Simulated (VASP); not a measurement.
# Rh: Hubbard U by linear response

Rh, Fm-3m (no. 225), 27 atoms in the cell. PBEsol, linear-response Hubbard U; PAW potentials Rh_pv (PBE set).

Shifted element: Rh; Shifted shell (l): 2; Cell repeated: 3 × 3 × 3; Shifts (eV): -0.2, -0.1, 0.1, 0.2.

## Input

INCAR.step1:
```
SYSTEM = Rh
PREC     = Accurate       ! precision mode
ENCUT    = 450            ! plane-wave cutoff, eV
EDIFF    = 1E-7           ! SCF threshold, eV
NELM     = 200            ! most SCF steps
ALGO     = Normal         ! electronic algorithm
ISMEAR   = 1              ! smearing method
SIGMA    = 0.1            ! smearing width, eV
LREAL    = .False.        ! projectors in reciprocal space
LASPH    = .True.         ! aspherical terms in the spheres
LMAXMIX  = 4              ! l up to which the mixer works
LORBIT   = 11             ! projections on sites
LWAVE    = .True.         ! write WAVECAR
LCHARG   = .True.         ! write CHGCAR
GGA      = PS             ! functional
ISPIN    = 2              ! spin polarisation
MAGMOM   = 0 0 0 0 0 0 0 0 0 0 0 0 0 0 0 0 0 0 0 0 0 0 0 0 0 0 0 ! initial moments
AMIX     = 0.2          
BMIX     = 1E-4         
AMIX_MAG = 0.8          
BMIX_MAG = 1E-4          
```

INCAR.step2, as INCAR.step1 but for:
```
- LWAVE = .True.
- LCHARG = .True.
+ LWAVE = .False.
+ LCHARG = .False.
+ LDAU = .True.
+ LDAUTYPE = 3
+ LDAUL = 2 -1
+ LDAUU = -0.2 0
+ LDAUJ = -0.2 0
+ LDAUPRINT = 1
+ ISTART = 1
+ ICHARG = 11
```

INCAR.step3, as INCAR.step2 but for:
```
- ICHARG = 11
+ ICHARG = 1
```

INCAR.step4, as INCAR.step3 but for:
```
- LDAUU = -0.2 0
- LDAUJ = -0.2 0
- ICHARG = 1
+ LDAUU = -0.1 0
+ LDAUJ = -0.1 0
+ ICHARG = 11
```

INCAR.step5, as INCAR.step4 but for:
```
- ICHARG = 11
+ ICHARG = 1
```

INCAR.step6, as INCAR.step5 but for:
```
- LDAUU = -0.1 0
- LDAUJ = -0.1 0
- ICHARG = 1
+ LDAUU = 0.1 0
+ LDAUJ = 0.1 0
+ ICHARG = 11
```

INCAR.step7, as INCAR.step6 but for:
```
- ICHARG = 11
+ ICHARG = 1
```

INCAR.step8, as INCAR.step7 but for:
```
- LDAUU = 0.1 0
- LDAUJ = 0.1 0
- ICHARG = 1
+ LDAUU = 0.2 0
+ LDAUJ = 0.2 0
+ ICHARG = 11
```

INCAR.step9, as INCAR.step8 but for:
```
- ICHARG = 11
+ ICHARG = 1
```

KPOINTS:
```
k-points
0
Gamma
  4 4 4
```

POSCAR:
```
Rh
1.0
    0.0000000000      5.6935500000      5.6935500000
    5.6935500000      0.0000000000      5.6935500000
    5.6935500000      5.6935500000      0.0000000000
Rh Rh
1 26
Direct
    0.0000000000      0.0000000000      0.0000000000
    0.0000000000      0.0000000000      0.3333333333
    0.0000000000      0.0000000000      0.6666666667
    0.0000000000      0.3333333333      0.0000000000
    0.0000000000      0.3333333333      0.3333333333
    0.0000000000      0.3333333333      0.6666666667
    0.0000000000      0.6666666667      0.0000000000
    0.0000000000      0.6666666667      0.3333333333
    0.0000000000      0.6666666667      0.6666666667
    0.3333333333      0.0000000000      0.0000000000
    0.3333333333      0.0000000000      0.3333333333
    0.3333333333      0.0000000000      0.6666666667
    0.3333333333      0.3333333333      0.0000000000
    0.3333333333      0.3333333333      0.3333333333
    0.3333333333      0.3333333333      0.6666666667
    0.3333333333      0.6666666667      0.0000000000
    0.3333333333      0.6666666667      0.3333333333
    0.3333333333      0.6666666667      0.6666666667
    0.6666666667      0.0000000000      0.0000000000
    0.6666666667      0.0000000000      0.3333333333
    0.6666666667      0.0000000000      0.6666666667
    0.6666666667      0.3333333333      0.0000000000
    0.6666666667      0.3333333333      0.3333333333
    0.6666666667      0.3333333333      0.6666666667
    0.6666666667      0.6666666667      0.0000000000
    0.6666666667      0.6666666667      0.3333333333
    0.6666666667      0.6666666667      0.6666666667
```

Commands (each step's output is kept before the next begins):
```
cat potpaw_PBE.64/Rh_pv/POTCAR potpaw_PBE.64/Rh_pv/POTCAR > POTCAR
cp INCAR.step1 INCAR
mpirun -np 8 vasp_std > vasp.out
cp CHGCAR CHGCAR.0
cp WAVECAR WAVECAR.0
cp INCAR.step2 INCAR
mpirun -np 8 vasp_std > vasp.out
cp CHGCAR.0 CHGCAR
cp WAVECAR.0 WAVECAR
cp INCAR.step3 INCAR
mpirun -np 8 vasp_std > vasp.out
cp CHGCAR.0 CHGCAR
cp WAVECAR.0 WAVECAR
cp INCAR.step4 INCAR
mpirun -np 8 vasp_std > vasp.out
cp CHGCAR.0 CHGCAR
cp WAVECAR.0 WAVECAR
cp INCAR.step5 INCAR
mpirun -np 8 vasp_std > vasp.out
cp CHGCAR.0 CHGCAR
cp WAVECAR.0 WAVECAR
cp INCAR.step6 INCAR
mpirun -np 8 vasp_std > vasp.out
cp CHGCAR.0 CHGCAR
cp WAVECAR.0 WAVECAR
cp INCAR.step7 INCAR
mpirun -np 8 vasp_std > vasp.out
cp CHGCAR.0 CHGCAR
cp WAVECAR.0 WAVECAR
cp INCAR.step8 INCAR
mpirun -np 8 vasp_std > vasp.out
cp CHGCAR.0 CHGCAR
cp WAVECAR.0 WAVECAR
cp INCAR.step9 INCAR
mpirun -np 8 vasp_std > vasp.out
```

## Result

- U (eV): 4.0
- Bare response (electrons/eV): 1.091
- Relaxed response (electrons/eV): 0.205

Electrons in the shifted shell, density kept fixed:

| Shift (eV) | Electrons |
|---|---|
| -0.20 | 6.824 |
| -0.10 | 6.945 |
| 0.00 | 7.056 |
| 0.10 | 7.162 |
| 0.20 | 7.261 |

Electrons in the shifted shell, density relaxed:

| Shift (eV) | Electrons |
|---|---|
| -0.20 | 7.015 |
| -0.10 | 7.036 |
| 0.00 | 7.056 |
| 0.10 | 7.077 |
| 0.20 | 7.097 |

Limits: The slopes are limited by the printed digits (0.001 electrons) and by how far each density was converged.

VASP 6.6.1 took 2133 s on 8 cores (Intel Xeon Platinum 8488C (Sapphire Rapids)), a shared host.
